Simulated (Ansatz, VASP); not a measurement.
# Two plane-wave programs on ZnS

INCAR

```
SYSTEM = ZnS
  PREC = Accurate
  ENCUT = 520
  EDIFF = 1E-6
  ISMEAR = 0
  SIGMA = 0.05
  LREAL = .FALSE.
  LASPH = .TRUE.
  NELM = 80
  ALGO = Normal
  ISIF = 2
  LWAVE = .FALSE.
  LCHARG = .TRUE.
  GGA = PE
  LELF = .TRUE.
  LVHAR = .TRUE.
  NBANDS = 26
```

Contents of KPOINTS:

```
regular mesh
0
G
  12 12 4
  0 0 0
```

Contents of POSCAR:

```
ZnS
1.0
    3.8454929889      0.0000000000      0.0000000000
   -1.9227464944      3.3302946184      0.0000000000
    0.0000000000      0.0000000000      6.3053333047
Zn S
2 2
Direct
    0.4606205728      0.7303102864      0.0291700766
    0.6666666667      0.3333333333      0.5052197899
    0.3333333333      0.6666666667      0.3797802101
    0.6666666667      0.3333333333      0.8797802101
```

Input for Ansatz:

```yaml
crystal:
  lattice:
    - [3.8454929889, 0.0, 0.0]
    - [-1.9227464944, 3.3302946184, 0.0]
    - [0.0, 0.0, 6.3053333047]
  atoms:
    - { symbol: Zn, position: [0.4606205728, 0.7303102864, 0.0291700766] }
    - { symbol: Zn, position: [0.6666666667, 0.3333333333, 0.5052197899] }
    - { symbol: S, position: [0.3333333333, 0.6666666667, 0.3797802101] }
    - { symbol: S, position: [0.6666666667, 0.3333333333, 0.8797802101] }
basis:
  ecutwfc: 420
kpoints:
  mp_grid: { grid: [12, 12, 4] }
hamiltonian:
  xc: pbe
scf:
  occupations: { method: gaussian, width: 0.05 }
output:
  forces: true
  stress: true
  eigenvalues: true
```

Alike in both runs: task single point; functional PBE; k mesh 12 × 12 × 4; occupations gaussian, width 0.05 eV; no spin polarisation.

```csv
,VASP,Ansatz
version,VASP 6.6.1,Ansatz 0.2.0
potentials or method,"VASP PAW PBE potentials, release 64 (Zn, S)","scalar-relativistic, plane waves, PAW"
plane-wave cutoff (eV),520,420
valence electrons in the cell,36,36
```

```tsv
	VASP	Ansatz	Ansatz less VASP
gap on the k mesh at the Fermi level (eV)	1.82	1.82	-0.006
least direct gap on the mesh (eV)	1.82	1.82	-0.006
pressure (GPa)	1.7	1.6	-0.13
largest component of the traceless stress (GPa)	0.97	0.94	-0.036
rms of the force components (eV/Å)	0.406	0.402	-0.0038
```

Atom by atom the forces differ by 0.004 eV/Å (rms over components).

A k mesh can miss the band edges.
